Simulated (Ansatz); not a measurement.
**SrO: elastic constants from stress and strain**

```yaml
crystal:
  lattice:
    - [0.00000, 2.56980, 2.56980]
    - [2.56980, 0.00000, 2.56980]
    - [2.56980, 2.56980, 0.00000]
  atoms:
    - { symbol: Sr, position: [0.00000, 0.00000, 0.00000] }
    - { symbol: O, position: [0.50000, 0.50000, 0.50000] }
```

Atom numbers follow the list: Sr1, O2.

The cell is COD entry 1100027, as deposited and not checked against the literature; nothing was relaxed. It is an old determination, and later ones may differ.

All numbers below come from DFT, PBEsol, all-electron LAPW, scalar-relativistic (Ansatz 0.2.0).

Numerical set-up: a Γ-centred 8×8×8 k mesh, Fermi–Dirac smearing of 0.03 eV, basis error target 0.5 meV/atom, no spin polarisation.

The unstrained cell is at -0.92 GPa. Large strains and very small stresses are left out. Each strain is applied once, with fractional coordinates held (clamped ions), and σ below is the change of stress, positive in tension. One finite strain gives stress–strain coefficients at this pressure with an error of the order of the strain times third-order constants, a few per cent for each per cent of strain.

Problem. With equal xy, yz and zx engineering shear strains of -1 %, the run gives σxy = -0.53 GPa and γxy = 2εxy = -0.0100. Which stiffness follows?

Solution. C44 (clamped ions) = σxy/γxy = 53 GPa.

Problem. With equal xy, yz and zx engineering shear strains of +1 %, the run gives σxy = 0.56 GPa and γxy = 2εxy = 0.0100. Which stiffness follows?

Solution. C44 (clamped ions) = σxy/γxy = 56 GPa.

Problem. The two estimates of C44 (clamped ions) differ. Why, and which value is best?

Solution. Finite strains add third-order terms, which change sign with the strain; interpolating the two linearly to zero strain gives 55 GPa, the better value.
